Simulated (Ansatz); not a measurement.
**PbO2: band structure with PBE**

Crystal: PbO2.

```xyz
6
Lattice="4.9950 0.0000 0.0000 0.0000 4.9950 0.0000 0.0000 0.0000 3.4090" Properties=species:S:1:pos:R:3 pbc="T T T"
Pb    2.4975    2.4975    1.7045
Pb    0.0000    0.0000    0.0000
O     3.4594    3.4594    0.0000
O     4.0331    0.9619    1.7045
O     0.9619    4.0331    1.7045
O     1.5356    1.5356    0.0000
```

The cell is a database's computed one.

```
Program                             : Ansatz 0.2.0
Task                                : band structure
Functional                          : PBE
Potentials or basis                 : Ansatz NC
Cutoff                              : 1240 eV (not typed: the program's choice for these potentials)
k mesh                              : 6 × 6 × 8
Occupations                         : fermi-dirac, width 0.05 eV
Spin                                : no spin polarisation
Path                                : [["G", "X", "M", "G", "Z", "R", "A", "Z"], ["X", "R"], ["M", "A"]]
Points for each segment of the path : 14
```

| Item | Value |
| --- | --- |
| Pressure | 5.8 GPa |
| Largest force | 0.042 eV/Å |
| Band gap along the path | none (metal or under the smearing width) |

Forces on the atoms (eV/Å):
```
Pb   0.000  0.000  0.000
Pb   0.000  0.000  0.000
O    0.030  0.030  0.000
O   -0.030  0.030  0.000
O    0.030 -0.030  0.000
O   -0.030 -0.030  0.000
```

Stress tensor (GPa, compression positive):
```
5.39 0.00 0.00
0.00 5.39 0.00
0.00 0.00 6.59
```

Levels at the corners of the path, in eV from the Fermi level:
| point | band 22 | band 23 | band 24 | band 25 | band 26 | band 27 | band 28 | band 29 | band 30 | band 31 |
| --- | --- | --- | --- | --- | --- | --- | --- | --- | --- | --- |
| Γ | -0.70 | -0.66 | -0.66 | -0.65 | -0.65 | 0.03 | 4.18 | 5.86 | 5.86 | 9.64 |
| X | -1.37 | -0.70 | -0.70 | -0.43 | -0.43 | 2.35 | 2.35 | 6.46 | 6.46 | 9.73 |
| M | -1.61 | -0.72 | -0.72 | -0.53 | -0.53 | 2.76 | 2.76 | 6.72 | 6.72 | 10.07 |
| Γ | -0.70 | -0.66 | -0.66 | -0.65 | -0.65 | 0.03 | 4.18 | 5.86 | 5.86 | 9.64 |
| Z | -2.05 | -1.15 | -1.15 | -0.83 | -0.83 | 3.67 | 3.67 | 8.84 | 8.84 | 9.63 |
| R | -1.11 | -0.82 | -0.82 | -0.27 | -0.27 | 3.98 | 3.98 | 7.29 | 7.29 | 9.90 |
| A | -1.92 | -0.72 | -0.72 | -0.57 | -0.57 | 2.76 | 2.76 | 8.30 | 8.30 | 9.75 |
| Z | -2.05 | -1.15 | -1.15 | -0.83 | -0.83 | 3.67 | 3.67 | 8.84 | 8.84 | 9.63 |
| X | -1.37 | -0.70 | -0.70 | -0.43 | -0.43 | 2.35 | 2.35 | 6.46 | 6.46 | 9.73 |
| R | -1.11 | -0.82 | -0.82 | -0.27 | -0.27 | 3.98 | 3.98 | 7.29 | 7.29 | 9.90 |
| M | -1.61 | -0.72 | -0.72 | -0.53 | -0.53 | 2.76 | 2.76 | 6.72 | 6.72 | 10.07 |
| A | -1.92 | -0.72 | -0.72 | -0.57 | -0.57 | 2.76 | 2.76 | 8.30 | 8.30 | 9.75 |

Run time: 110 s on 2 threads of Arm Neoverse V1 (shared host), peak memory 1.5 GiB.

Caveat: spin-orbit coupling is left out, which moves the levels of the heavy elements.
